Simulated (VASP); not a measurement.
Here is a VASP 6.6.1 calculation.

The input INCAR:

```
  PREC = Accurate
  ENCUT = 600
  EDIFF = 1E-6
  ISMEAR = -1
  SIGMA = 0.05
  LREAL = False
  LASPH = True
  NELM = 60
  ALGO = Normal
  ISIF = 3
  LWAVE = False
  LCHARG = False
  GGA = PS
  IBRION = 2
  NSW = 40
  EDIFFG = -0.01
  PSTRESS = 300
```

File KPOINTS:

```
regular mesh
0
Gamma
  2 2 2
```

Contents of POSCAR:

```
In2O3                                   
1.0
   -4.9189864499      4.9189864499      4.9189864499
    4.9189864499     -4.9189864499      4.9189864499
    4.9189864499      4.9189864499     -4.9189864499
  In              O             
    16    24
Direct
     0.5000000000000000    0.5000000000000000    0.5000000000000000
     0.5000000000000000    0.0000000000000000    0.0000000000000000
     0.0000000000000000    0.5000000000000000    0.0000000000000000
     0.0000000000000000    0.0000000000000000    0.5000000000000000
     0.2500000000000000    0.7154401153246360    0.4654401153246359
     0.7500000000000000    0.7845598846753640    0.0345598846753640
     0.4654401153246359    0.2500000000000000    0.7154401153246360
     0.0345598846753640    0.7500000000000000    0.7845598846753640
     0.7154401153246360    0.4654401153246359    0.2500000000000000
     0.7845598846753640    0.0345598846753640    0.7500000000000000
     0.7500000000000000    0.2845598846753641    0.5345598846753640
     0.2500000000000000    0.2154401153246360    0.9654401153246360
     0.5345598846753640    0.7500000000000000    0.2845598846753641
     0.9654401153246360    0.2500000000000000    0.2154401153246360
     0.2845598846753641    0.5345598846753640    0.7500000000000000
     0.2154401153246360    0.9654401153246360    0.2500000000000000
     0.5360132449642292    0.7731442230700509    0.5479779867601633
     0.7251662363098804    0.9880352582040588    0.9520220132398367
     0.9639867550357708    0.5119647417959412    0.2371309781058215
     0.7748337636901196    0.7268557769299491    0.2628690218941784
     0.5479779867601633    0.5360132449642292    0.7731442230700509
     0.9520220132398367    0.7251662363098804    0.9880352582040588
     0.2371309781058215    0.9639867550357708    0.5119647417959412
     0.2628690218941784    0.7748337636901196    0.7268557769299491
     0.7731442230700509    0.5479779867601633    0.5360132449642292
     0.9880352582040588    0.9520220132398367    0.7251662363098804
     0.5119647417959412    0.2371309781058215    0.9639867550357708
     0.7268557769299491    0.2628690218941784    0.7748337636901196
     0.4639867550357707    0.2268557769299491    0.4520220132398366
     0.2748337636901196    0.0119647417959411    0.0479779867601634
     0.0360132449642293    0.4880352582040590    0.7628690218941785
     0.2251662363098804    0.2731442230700509    0.7371309781058215
     0.4520220132398366    0.4639867550357707    0.2268557769299491
     0.0479779867601634    0.2748337636901196    0.0119647417959411
     0.7628690218941785    0.0360132449642293    0.4880352582040590
     0.7371309781058215    0.2251662363098804    0.2731442230700509
     0.2268557769299491    0.4520220132398366    0.4639867550357707
     0.0119647417959411    0.0479779867601634    0.2748337636901196
     0.4880352582040590    0.7628690218941785    0.0360132449642293
     0.2731442230700509    0.7371309781058215    0.2251662363098804
```

Potentials or basis: VASP PAW PBE potentials, release 64 (In_d, O).

Command:

```console
$ cat potpaw_PBE.64/In_d/POTCAR potpaw_PBE.64/O/POTCAR > POTCAR
$ mpirun -np 8 vasp_std > vasp.out
```

Question: Estimate the space group after relaxing (to 0.05 Å).

Answer: Ia-3 (No. 206).

Question: Estimate the relaxed cell.

Answer: a = 8.414 Å, b = 8.414 Å, c = 8.414 Å, α = 109.47°, β = 109.47°, γ = 109.47°.

Question: What does it give for the band gap on the k mesh?

Answer: 1.78 eV, direct.

Question: Predict the relaxed volume.

Answer: 11.47 Å³/atom.

Step by step:
```tsv
step	energy change (eV)	largest force (eV/Å)	pressure (GPa)	volume (Å³)
1	0.0000	0.0045	20.06	476.09
2	11.0024	0.4015	54.91	427.02
3	2.5468	0.1169	29.73	459.61
4	2.6189	0.1198	29.97	459.22
5	2.6815	0.1223	30.19	458.89
6	2.7173	0.0687	30.21	458.64
7	2.7438	0.1086	30.22	458.49
8	2.5799	0.0247	29.57	459.35
9	2.6208	0.0253	29.73	459.12
10	2.8066	0.0294	30.34	458.13
11	2.7018	0.0150	30.00	458.69
12	2.7070	0.0156	30.01	458.66
13	2.7157	0.0091	30.04	458.61
```

Caveat: the k mesh is coarse (spacing up to 0.45 Å⁻¹), so the values aren't converged; the cell is relaxed towards a set pressure, so the enthalpy falls and the energy may rise; the PAW data sets were made with another functional, which shifts forces and pressure a little; spin-orbit coupling is left out, which moves the levels of the heavy elements. As with any semilocal functional, this PBEsol gap is likely too small.
